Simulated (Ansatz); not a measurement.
# WC: straining the crystal, a stretch of c alone

One table from this session's results is given with a row withheld; the runs are named, their logs left out.

Method: DFT r2SCAN, scalar-relativistic, plane waves, PAW, in Ansatz 0.2.0.

2 further runs of the same task are left out: 2 set aside as unsound or not needed.

## Starting point

It takes space group P-6m2 (No. 187, hexagonal). The conventional cell has a = 2.912 Å, b = 2.912 Å, c = 2.836 Å, α = 90.00°, β = 90.00°, γ = 120.00°. Around W (site symmetry -6m2) lie 6 C at 2.20 Å. C (site symmetry -6m2) is surrounded by 6 W at 2.20 Å.

Structure file:

```
CELL_PARAMETERS angstrom
2.91210 0.00000 0.00000
-1.45605 2.52195 0.00000
0.00000 0.00000 2.83619
ATOMIC_POSITIONS crystal
W 0.00000 0.00000 0.00000
C 0.66667 0.33333 0.50000
```

It goes back to an entry of the Materials Project.

It is the result of an earlier relaxation at this level (volume 10.41 Å³/atom; gap on the mesh: none (metal)).

The unstrained cell was computed beforehand with the same settings: E(σ→0) = -10649.3229 eV for 2 atoms, gap none (metal).

Set-up of the first run:

Input file input.yaml:

```yaml
crystal:
  lattice:
    - [2.9120958982, 0.0, 0.0]
    - [-1.4560479491, 2.5219490261, 0.0]
    - [0.0, 0.0, 2.7936481067]
  atoms:
    - { symbol: W, position: [0.0, 0.0, 0.0] }
    - { symbol: C, position: [0.6666666667, 0.3333333333, 0.5] }
basis:
  ecutwfc: 500
kpoints:
  mp_grid: { grid: [24, 24, 18] }
hamiltonian:
  xc: r2scan
scf:
  occupations: { method: gaussian, width: 0.1 }
output:
  forces: true
  stress: true
  eigenvalues: true
```

The run is started by

```console
ansatz run input.yaml --threads 1 --pin off --max-ram 2560MiB --backend cpu --events-out ev --progress --plain --runs-dir out
```

Among the steps run: At -1.5 %; Strain +1.5 %; The cell strained by -3.0 %; Strain +3.0 %; At -4.5 %; Strain +4.5 %.

One table of the session follows, with a row left open; its other results are not shown here.

Lengths are those of the vectors of the cell that was run; stresses in GPa:

```
strain (%)  ΔE (meV/atom)  c (Å)
      -4.5           71.5  2.709
      -3.0           30.5  2.751
      -1.5            7.3  2.794
      +0.0            0.0  2.836
      +1.5            7.1  2.879
      +3.0              ?      ?
      +4.5           60.0  2.964
```

Q: Estimate the row for strain (%) = +3.0 from the others.

Worked estimate for «ΔE (meV/atom)». A straight line through the neighbours (1.5, 7.1) and (4.5, 60.0) gives 7.1 + (60.0 − 7.1) × (3.0 − 1.5) / (4.5 − 1.5) = 33.5; a parabola fitted to 3 rows on both sides gives 27.1.

**Answer.** ΔE (meV/atom): 27.5; c (Å): 2.921. In «ΔE (meV/atom)» the line misses by +6.0 and the parabola by -0.4.

ΔE is over the unstrained cell. Stress in GPa, positive in compression, on the Cartesian axes of the input. 
